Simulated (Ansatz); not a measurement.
## HgTe: energy less free atoms and pressure against volume scale

Results calculated with Ansatz 0.2.0, not measured. Periodic Kohn-Sham DFT of a crystal at fixed atoms, scaled to volume_scale times the given cell; pressure positive in compression, energy less spherical unpolarised free atoms, largest_vzz the field gradient of largest size among the nuclei.

The cell before it is scaled or strained (space group F-43m, No. 216):
```
HgTe
1.0
      0.0000     3.2235     3.2235
      3.2235     0.0000     3.2235
      3.2235     3.2235     0.0000
Hg Te
1 1
Direct
  0.00000 0.00000 0.00000
  0.75000 0.75000 0.75000
```

Settings of every row: method all-electron LAPW; functional PBE; relativity scalar; k mesh 11x11x11; filling fermi-dirac; smearing width 0.03 eV; basis error target 0.5 meV/atom; nucleus gaussian.

Atom start moment: 0 on all atoms.

Limits: no spin-orbit coupling on heavy atoms.

```
row  volume scale  V (Å³/atom)  energy less free atoms (eV/atom)  pressure (GPa)
  1          0.94       31.486                           -1.7135           7.936
  2          0.95        31.82                                 ?               ?
  3          0.96       32.155                           -1.7436           6.496
  4          0.98       32.825                            -1.768           5.213
  5          0.99        33.16                           -1.7783           4.623
  6             1       33.495                           -1.7874           4.067
  7          1.01        33.83                           -1.7953           3.541
  8          1.02       34.165                           -1.8022           3.044
  9          1.04       34.835                            -1.813            2.13
 10          1.05        35.17                            -1.817            1.71
 11          1.06       35.505                           -1.8201           1.313
```

Question: what energy less free atoms and pressure should row 2 give?

Worked fit of energy less free atoms. Take u = (V_r/V)^(2/3) − 1 with V_r = 33.662 Å³ an atom, which is twice the finite (Eulerian) strain; such expansions in the strain, on which the Birch-Murnaghan equation of state is built, carry the rest volume and the bulk modulus. The shown rows have u = 0.04556, 0.03101, 0.01693, 0.01007, 0.00332, -0.00331, -0.00984, -0.02258, -0.02879, -0.03491. Least squares give energy less free atoms = −1.79148 + 1.1979 × u + 11.012 × u² + 5.7 × u³ eV/atom; a parabola predicts inner rows, each left out in turn, worse (root mean square 8.4e-05 against 2.7e-05 eV/atom). All shown rows lie on it to the printed digit. The withheld row has u = 0.03823, so the fit gives −1.79148 + 1.1979 × (0.03823) + 11.012 × (0.03823)² + 5.7 × (0.03823)³ = -1.7293 eV/atom.

The calculation gave -1.7293 eV/atom. The fit meets it to the printed digit.

Worked fit of pressure. Take u = (V_r/V)^(2/3) − 1 with V_r = 33.662 Å³ an atom, which is twice the finite (Eulerian) strain; such expansions in the strain, on which the Birch-Murnaghan equation of state is built, carry the rest volume and the bulk modulus. The shown rows have u = 0.04556, 0.03101, 0.01693, 0.01007, 0.00332, -0.00331, -0.00984, -0.02258, -0.02879, -0.03491. Least squares give pressure = 3.8009 + 79.232 × u + 238.81 × u² + 310 × u³ GPa; a parabola predicts inner rows, each left out in turn, worse (root mean square 0.0042 against 0.0007 GPa). The rows lie off it by 0.000, -0.001, 0.001, 0.000, 0.000, 0.000, 0.000, 0.000, 0.000, 0.000. The withheld row has u = 0.03823, so the fit gives 3.8009 + 79.232 × (0.03823) + 238.81 × (0.03823)² + 310 × (0.03823)³ = 7.196 GPa.

The calculation gave 7.195 GPa. The fit lies 0.001 GPa (0.015 % of the column's range) above it, one unit of the last digit.
